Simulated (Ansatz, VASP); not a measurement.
## Two plane-wave programs on PtS2

Contents of INCAR:

```
SYSTEM = PtS2
ALGO = Normal
EDIFF = 1E-7
ENCUT = 520
GGA = PS
ISIF = 2
ISMEAR = -1
LASPH = .TRUE.
LCHARG = .FALSE.
LREAL = .FALSE.
LWAVE = .FALSE.
NBANDS = 18
NELM = 60
PREC = Accurate
SIGMA = 0.05
```

File KPOINTS:

```
k-points
0
G
  9 9 5
  0 0 0
```

File POSCAR:

```
PtS2
1.0
    3.4708695004      0.0000000000      0.0000000000
   -1.7354347502      3.0058611606      0.0000000000
    0.0000000000      0.0000000000      4.9359384846
Pt S
1 2
Direct
    0.0000000000      0.0000000000      0.0000000000
    0.6666666667      0.3333333333      0.7730000000
    0.3333333333      0.6666666667      0.2270000000
```

File input.yaml:

```yaml
crystal:
  lattice:
    - [3.4708695004, 0.0, 0.0]
    - [-1.7354347502, 3.0058611606, 0.0]
    - [0.0, 0.0, 4.9359384846]
  atoms:
    - { symbol: Pt, position: [0.0, 0.0, 0.0] }
    - { symbol: S, position: [0.6666666667, 0.3333333333, 0.773] }
    - { symbol: S, position: [0.3333333333, 0.6666666667, 0.227] }
hamiltonian:
  xc: pbesol
  pseudopotentials: { kind: paw }
kpoints:
  mp_grid: { grid: [9, 9, 5] }
scf:
  occupations: { method: fermi_dirac, width: 0.05 }
output:
  forces: true
  stress: true
  eigenvalues: true
```

Change from the starting cell: volume scaled by 0.94.

Alike in both runs: task single point; functional PBEsol; k mesh 9 × 9 × 5; occupations fermi-dirac, width 0.05 eV; no spin polarisation.

|  | VASP | Ansatz |
| --- | --- | --- |
| version | VASP 6.6.1 | Ansatz 0.2.0 |
| potentials or method | VASP PAW PBE potentials, release 64 (Pt, S) | Ansatz PAW |
| plane-wave cutoff (eV) | 520 | 420 |
| valence electrons in the cell | 22 | 30 |

```tsv
	VASP	Ansatz	Ansatz less VASP
gap on the k mesh at the Fermi level (eV)	1.02	1.01	-0.015
least direct gap on the mesh (eV)	1.07	1.05	-0.014
pressure (GPa)	18.1	18.4	+0.33
largest component of the traceless stress (GPa)	4.14	4.31	+0.171
rms of the force components (eV/Å)	0.934	0.946	+0.0116
```

Atom by atom the forces differ by 0.012 eV/Å (rms over components). The functional is the same, so the differences come from potentials, cutoffs and numerics. The two sets of potentials don't hold the same shells in valence.

Caveats: spin-orbit coupling is left out, which moves the levels of the heavy elements; the PAW data sets were made with another functional, which shifts forces and pressure a little (VASP); an odd mesh through Γ misses points on the zone boundary, where band edges often lie (VASP); odd divisions of the mesh miss points on the zone boundary, where band edges often lie, so the gap on the mesh can be too wide (Ansatz); the PAW data sets come from PBE, with cores solved anew for the run's functional, which leaves a small shift of forces and pressure (Ansatz); forces of over 1 eV/Å show positions far from the minimum, so gaps and moduli don't describe the material at rest (Ansatz).
